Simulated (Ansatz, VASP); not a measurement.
## CdTe: VASP beside Ansatz

INCAR

```
SYSTEM = CdTe
PREC = Accurate ; ENCUT = 600
EDIFF = 1E-6 ; ISMEAR = -1
SIGMA = 0.05 ; LREAL = .FALSE.
LASPH = .TRUE. ; NELM = 60
ALGO = Normal ; ISIF = 3
LWAVE = .FALSE. ; LCHARG = .FALSE.
GGA = B5 ; ALDAX = 1.0
AGGAX = 1.0 ; AGGAC = 1.0
ALDAC = 0.0 ; IBRION = 2
NSW = 80 ; EDIFFG = -0.02
```

Contents of KPOINTS:

```
Automatic mesh
0
G
  7 7 7
  0 0 0
```

POSCAR

```
CdTe
1.0
    0.0000000000      3.2050000000      3.2050000000
    3.2050000000      0.0000000000      3.2050000000
    3.2050000000      3.2050000000      0.0000000000
Te Cd
1 1
Direct
    0.7500000000      0.7500000000      0.7500000000
    0.0000000000      0.0000000000      0.0000000000
```

Contents of input.yaml:

```yaml
crystal:
  lattice:
    - [0.0, 3.205, 3.205]
    - [3.205, 0.0, 3.205]
    - [3.205, 3.205, 0.0]
  atoms:
    - { symbol: Te, position: [0.75, 0.75, 0.75] }
    - { symbol: Cd, position: [0.0, 0.0, 0.0] }
kpoints:
  mp_grid: { grid: [7, 7, 7] }
scf:
  occupations: { method: fermi_dirac, width: 0.05 }
hamiltonian:
  xc: blyp
  pseudopotentials: { kind: all_electron, lapw: { basis_error: 0.001 } }
output:
  forces: true
  stress: true
relax:
  f_tol: 0.02
  max_steps: 60
  cell: {}
```

Alike in both runs: task relaxation of cell and atoms; functional BLYP; k mesh 7 × 7 × 7; occupations fermi-dirac, width 0.05 eV; no spin polarisation.

|  | VASP | Ansatz |
| --- | --- | --- |
| version | VASP 6.6.1 | Ansatz 0.2.0 |
| potentials or method | VASP PAW PBE potentials, release 64 (Te, Cd) | all-electron LAPW, scalar-relativistic |
| plane-wave cutoff (eV) | 600 | see its input |

|  | VASP | Ansatz | Ansatz less VASP |
| --- | --- | --- | --- |
| relaxed volume (Å³/atom) | 38.82 | 38.67 | -0.147 |
| relaxed cell length with the largest relative difference (Å) | 4.788 | 4.782 | -0.0061 |
| energy change over the relaxation (meV/atom) | -114 | -107 | +7.6 |

Ansatz ran all-electron here, so the differences hold the error of VASP's frozen core and of both bases.

Caveats: the volume moved by over 15 % at a fixed basis, so the end points are rough; the PAW data sets were made with another functional, which shifts forces and pressure a little (VASP); the volume moved by +18 % from the deposited cell, more than functionals usually miss (VASP); the volume moved by +17 % from the deposited cell, more than functionals usually miss (Ansatz). Zero-point motion and thermal expansion aren't in these numbers. BLYP gives volumes clearly too large for solids.
